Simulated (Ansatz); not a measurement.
# Dielectric response of BeS (110) films, part 4 of 5

Wanted: ε of zincblende BeS (110) by finite fields on slabs, and the band edges against the vacuum where run.

Ansatz 0.2.0; plane-wave DFT, PBE, Ansatz PAW (the session's first sound run).

So far, gap on the k-mesh (eV): step 2 (relaxation, 10 atoms, units 5) 2.71; step 15 (relaxation, 24 atoms, units 12) 2.83; step 17 (the relaxed film, single point, 24 atoms, units 12) 2.83; step 18 (atoms held, 24 atoms, units 12, field 0.1 V/Å) 2.63; step 19 (single point, 24 atoms, units 12, field -0.1 V/Å) 2.63.

## (21) Relaxing in the field, 24 atoms, units 12, field 0.05 V/Å

This step: plane-wave DFT, PBE, Ansatz PAW (Ansatz 0.2.0).

The same pair of relaxations in the field for this thickness.

Contents of input.yaml:

```yaml
crystal:
  lattice:
    - [3.44361002, 0.0, 0.0]
    - [0.0, 4.87, 0.0]
    - [0.0, 0.0, 36.9398551341]
  atoms:
    - { symbol: Be, position: [0.5, 0.5600258779, 0.2537763694] }
    - { symbol: S, position: [0.0, 0.7537649214, 0.2406236201] }
    - { symbol: Be, position: [0.0, -0.0081965196, 0.2880818269] }
    - { symbol: S, position: [0.5, 0.2424489685, 0.2898834321] }
    - { symbol: Be, position: [0.5, 0.4938477711, 0.3369897343] }
    - { symbol: S, position: [0.0, 0.7455172027, 0.3362476762] }
    - { symbol: Be, position: [0.0, -0.0066324358, 0.3831034125] }
    - { symbol: S, position: [0.5, 0.2437570471, 0.3833703757] }
    - { symbol: Be, position: [0.5, 0.4938631413, 0.430015156] }
    - { symbol: S, position: [0.0, 0.7439828922, 0.4299036912] }
    - { symbol: Be, position: [0.0, -0.0062889617, 0.4766179504] }
    - { symbol: S, position: [0.5, 0.2439102899, 0.4766815253] }
    - { symbol: Be, position: [0.5, 0.4937110276, 0.5233820495] }
    - { symbol: S, position: [0.0, 0.7439102803, 0.5233184773] }
    - { symbol: Be, position: [0.0, -0.0061368874, 0.5699848436] }
    - { symbol: S, position: [0.5, 0.2439828659, 0.5700963106] }
    - { symbol: Be, position: [0.5, 0.4933675265, 0.6168965865] }
    - { symbol: S, position: [0.0, 0.7437570117, 0.6166296249] }
    - { symbol: Be, position: [0.0, -0.0061522679, 0.6630102645] }
    - { symbol: S, position: [0.5, 0.2455171644, 0.6637523236] }
    - { symbol: Be, position: [0.5, 0.4918034394, 0.7119181719] }
    - { symbol: S, position: [0.0, 0.7424489283, 0.7101165677] }
    - { symbol: Be, position: [0.0, 0.0600258369, 0.7462236299] }
    - { symbol: S, position: [0.5, 0.2537648791, 0.7593763798] }
kpoints:
  mp_grid: { grid: [8, 6, 1] }
hamiltonian:
  xc: pbe
scf:
  occupations: { method: fixed }
  convergence: { dr2_threshold: 1.0e-10 }
efield:
  axis: 3
  dipole_correction: true
  ramp_position: 0.97
  ramp_width: 0.06
  amplitude: 0.05
relax:
  f_tol: 0.0006
  max_steps: 70
output:
  write_potential: true
  write_density: true
  volumetric_format: npy
```

Started as:

```console
ansatz run input.yaml --threads 8 --pin off --max-ram 12288MiB --backend cpu --events-out ev --progress --plain --runs-dir out
```

Numbers of over 12 decimals in the logs are rounded to 6 here.

The log of the run:

```text
[...]
Crystal: 24 atoms, lattice volume = 619.495 Å³
Basis set: ecut = 420 eV, 12037 PW (Γ), exchange–correlation on 48×72×500 points (8 copies of the dense FFT grid, shifted against one another)
Bands: 72, of which v1, the nominal top of the filled ones, is band 48 counted from 1 (47 counted from 0)
Symmetry: 2 space group operations
k-points: 20 of 48 (time reversal used)
[...]
- { symbol: Be, position: [0.500000, 0.493526, 0.616910] }
    - { symbol: S, position: [0, 0.743910, 0.616612] }
    - { symbol: Be, position: [0, -0.00595519, 0.663035] }
    - { symbol: S, position: [0.500000, 0.245722, 0.663728] }
    - { symbol: Be, position: [0.500000, 0.492053, 0.711940] }
    - { symbol: S, position: [0, 0.742717, 0.710104] }
    - { symbol: Be, position: [0, 0.060268, 0.746257] }
    - { symbol: S, position: [0.500000, 0.254153, 0.759355] }
[key lines of the parts left out:]
SCF converged after 5 iterations
Free energy (F): -11962.287619 eV
Fermi energy:    0.055576 eV
Dipole field:    D = 0.025101 V/Å  (p = 0.085934 e·Å, saw-weighted, corrected)
```

The job ended after 59 s (8 threads of Arm Neoverse V1, shared host; peak memory 2.1 GiB).

Hardly anything moved in the relaxation; the energy changed by under 0.2 meV an atom.

The relaxation took 5 steps and lowered the energy by 1.4e-4 eV; the largest force on the free atoms ends at 1.1e-4 eV/Å.

The dipole is 0.0859 e·Å, and the gap on the mesh 2.772 eV.

## (22) Field on, atoms free, 24 atoms, units 12, field -0.05 V/Å

The opposite sign, again from the field-free geometry; the difference of the two cancels what relaxes without a field.

input.yaml, as its differences from that of step 21:

```diff
@@ -42,3 +42,3 @@
   ramp_width: 0.06
-  amplitude: 0.05
+  amplitude: -0.05
 relax:
```

The log of the run:

```text
[...]
Crystal: 24 atoms, lattice volume = 619.495 Å³
Basis set: ecut = 420 eV, 12037 PW (Γ), exchange–correlation on 48×72×500 points (8 copies of the dense FFT grid, shifted against one another)
Bands: 72, of which v1, the nominal top of the filled ones, is band 48 counted from 1 (47 counted from 0)
Symmetry: 2 space group operations
k-points: 20 of 48 (time reversal used)
[...]
- { symbol: Be, position: [0.500000, 0.493192, 0.616881] }
    - { symbol: S, position: [0, 0.743572, 0.616644] }
    - { symbol: Be, position: [0, -0.0064354, 0.662999] }
    - { symbol: S, position: [0.500000, 0.245255, 0.663772] }
    - { symbol: Be, position: [0.500000, 0.491479, 0.711909] }
    - { symbol: S, position: [0, 0.742072, 0.710129] }
    - { symbol: Be, position: [0, 0.059734, 0.746191] }
    - { symbol: S, position: [0.500000, 0.253389, 0.759406] }
[key lines of the parts left out:]
SCF converged after 5 iterations
Free energy (F): -11962.287619 eV
Fermi energy:    0.055576 eV
Dipole field:    D = -0.025101 V/Å  (p = -0.085933 e·Å, saw-weighted, corrected)
```

Elapsed: 59 s, on 8 threads; peak memory 2.1 GiB; 7.8 min of CPU time.

Hardly anything moved in the relaxation; the energy changed by under 0.2 meV an atom.

The relaxation took 5 steps and lowered the energy by 1.4e-4 eV; the largest force on the free atoms ends at 1.1e-4 eV/Å.

The dipole is -0.0859 e·Å, and the gap on the mesh 2.772 eV.

## (23) Response with the atoms relaxed, 24 atoms, units 12

This step: plane-wave DFT, PBE, Ansatz PAW; response to a field along the normal, atoms relaxed (Ansatz 0.2.0).

This step gave:

- equivalent conductor thickness p/(ε₀AE): 18.54 Å
- inner field over outer field: 0.1358
- local ε in the middle: 7.365

Local field over the applied field, running mean. From the potentials at -0.05 and 0.05 V/Å; running mean over 1.722 Å, taken twice. The local field over applied field by z:

```csv
z (Å),local field over applied field
4,1.000
5,0.997
6,0.969
7,0.813
8,0.549
9,0.221
10,0.0588
11,0.131
12,0.157
13,0.138
14,0.127
15,0.137
16,0.138
17,0.134
18,0.136
19,0.136
20,0.134
21,0.138
22,0.136
23,0.127
24,0.139
25,0.158
26,0.125
27,0.0585
28,0.242
29,0.569
30,0.826
31,0.973
32,0.997
```

The induced dipole is that of a conductor 18.54 Å thick.

## (24) Electronic ε from the series

This step: plane-wave DFT, PBE, Ansatz PAW; permittivity from the thickness series, atoms held (Ansatz 0.2.0).

Each added layer adds t(1 − 1/ε) to the dipole term, so the slope against thickness gives ε without a choice of where the film ends.

This step gave:

| Property | Result |
| --- | --- |
| slope | 0.8096 |
| intercept of the fit | 1.874 Å |
| ε of the interior | 5.251 |

The equivalent conductor thickness by distance between the outer atoms:

```csv
distance between the outer atoms (Å),equivalent conductor thickness (Å)
7.08,7.61
12.26,11.8
19.16,17.4
```

By hand, from the thinnest and the thickest film: slope = (17.387 − 7.608) / (19.163 − 7.083) = 0.810, so ε = 1/(1 − 0.810) = 5.25.

## (25) Static ε from the series

This step: plane-wave DFT, PBE, Ansatz PAW; permittivity from the thickness series, atoms relaxed (Ansatz 0.2.0).

The same fit for the relaxed films. The nearer its slope lies to 1, the more ε hangs on small errors.

Numbers from this step:

```yaml
slope: 0.8631
intercept_of_the_fit: 2.004 Å
eps_of_the_interior: 7.305
```

Table of equivalent conductor thickness by distance between the outer atoms:

```csv
distance between the outer atoms (Å),equivalent conductor thickness (Å)
7.08,8.12
19.16,18.5
```

By hand, from the thinnest and the thickest film: slope = (18.544 − 8.118) / (19.163 − 7.084) = 0.863, so ε = 1/(1 − 0.863) = 7.31. One nm of such a film has the capacitance of 3.9/7.31 = 0.53 nm of SiO₂ (its equivalent oxide thickness).

## (26) The bulk crystal

This step: plane-wave DFT, PBE, Ansatz PAW (Ansatz 0.2.0).

System of this step: zincblende BeS. The structure is cubic, space group F-43m (No. 216). The conventional cell has a = 4.870 Å, b = 4.870 Å, c = 4.870 Å, α = 90.00°, β = 90.00°, γ = 90.00°. Be has 4 S at 2.11 Å nearest. Nearest to S lie 4 Be at 2.11 Å. Farther neighbours and most contacts between anions are not listed.

Band edges are better read in the bulk than in a thin slab, where confinement and surface states shift them. The bulk run gives them against its mean potential.

Contents of input.yaml:

```yaml
crystal:
  lattice:
    - [0.0, 2.435, 2.435]
    - [2.435, 0.0, 2.435]
    - [2.435, 2.435, 0.0]
  atoms:
    - { symbol: Be, position: [0.0, 0.0, 0.0] }
    - { symbol: S, position: [0.25, 0.25, 0.25] }
kpoints:
  mp_grid: { grid: [10, 10, 10] }
  band_path: { path: [VBM, CBM], npoints: 1 }
hamiltonian:
  xc: pbe
scf:
  occupations: { method: fixed }
  convergence: { dr2_threshold: 1.0e-09 }
output:
  eigenvalues: true
checkpoint:
  write: bulk.run
  compress: false
  write_wavefunctions: false
```

The log of the run:

```text
[...]
Crystal: 2 atoms, lattice volume = 28.875 Å³
Basis set: ecut = 420 eV, 537 PW (Γ)
Bands: 8, of which v1, the nominal top of the filled ones, is band 4 counted from 1 (3 counted from 0)
Symmetry: 24 space group operations
[...]
k-points: 47 of 1000 (time reversal used)
[...]
SCF iter   1: F=—  HF=-996.965917 eV  |F-HF|=—  |Δ(HF+E_count)|=         —  Δρ=7.02e-4  dr2=1.30e-4  ethr=1.77e-3  ⟨swp⟩=4.6  Hψ=2712  notcnv=0  defer=73
[...]
SCF iter   6: F=-996.965527 eV  HF=-996.965527 eV  |F-HF|=4.35e-10  |Δ(HF+E_count)|=   4.26e-9  Δρ=1.46e-6  dr2=7.30e-10  ethr=1.25e-11  ⟨swp⟩=3.1  Hψ=1960  notcnv=0
SCF 1 converged in 6 iterations: F = -996.965527 eV  dr2 = 7.30e-10
[...]
SCF converged after 6 iterations
Free energy (F): -996.965527 eV
[...]
Internal energy: -996.965527 eV  (E = F + TS)
E sigma→0 (E₀):  -996.965527 eV
Fermi energy:    5.198555 eV
[...]
--- Band table (eV; the first three rows and the last of 47) ---
[...]
```

Elapsed: 0.83 s, on 8 threads; peak memory 0.29 GiB; 3.7 s of CPU time.

Numbers from this step:

```yaml
gap_on_the_k_mesh: 3.137 eV
gap_along_the_path: 3.137 eV
smallest_direct_gap_along_the_path: 5.657 eV
gap_the_smaller_of_path_and_mesh: 3.137 eV
```

The gap is 3.14 eV.

## (27) Band edges against the vacuum, levels PBE

This step: plane-wave DFT, PBE, Ansatz PAW; band edges against the vacuum, bulk levels by PBE (Ansatz 0.2.0).

System of this step: BeS (110), 12 units. The cell holds 24 atoms: 12 Be and 12 S. Its edges and angles: a = 3.444 Å, b = 4.870 Å, c = 36.940 Å, α = 90.0°, β = 90.0°, γ = 90.0°. It derives from BeS (zincblende BeS). Vacuum lies along c.

The averaged potential in the middle of the thickest slab ties the bulk's levels to the vacuum level.

Contents of align.yaml:

```yaml
surface:
  bulk: { run: bulk.run }
  slab: { run: end12.run, axis: 3 }
  face: plus
  period: 1.72181
```

Started as:

```console
ansatz align-bands align.yaml -- --threads 8 --pin off
```

The log of the run:

```text
plus face
ionisation energy 6.429 eV
electron affinity 3.292 eV
  bulk: levels by pbe on the potential of pbe; from 17.61 to 19.33 Å its average varies by 0.0109 eV and climbs by +0.0000; the bulk's density to 0.19 %
  vacuum: slopes by 0.0000 eV/Å; line-up 9.1647 eV
  the slab's own level stands -0.026 eV from the bulk's
  of the slab's run: its band edges are its mesh's, and a band can turn off it. A run with kpoints.band_path: { path: [VBM, CBM], npoints: 1 } finds the zone's
```

The job ended after 0.07 s (8 threads).

This step gave:

```
ionisation energy : 6.429 eV
electron affinity : 3.292 eV
slab level shift  : -0.02644 eV
```

Check by hand: ionisation energy less affinity, 6.43 − (3.29) = 3.14 eV, is the bulk gap at this level.

The program warns that the averaged potential varies by 0.01 eV in the slab's middle, which these edges carry as an error.

[end of part 4 of 5]

[Logs are printed without paths, hosts, clocks, repeated set-up lines and the standing remarks that a program may print on its own settings, such as how far it seeks lower states.]

[Hosts, paths, dates, database ids (printed as entryN), source tags and the programs' standing remarks are cut or masked in the printed files.]

[Maps of the electrostatic potential energy from Ansatz leave out the sawtooth potential of an applied field or a dipole correction, so their vacuum need not be flat; planar profiles and work functions include it.]
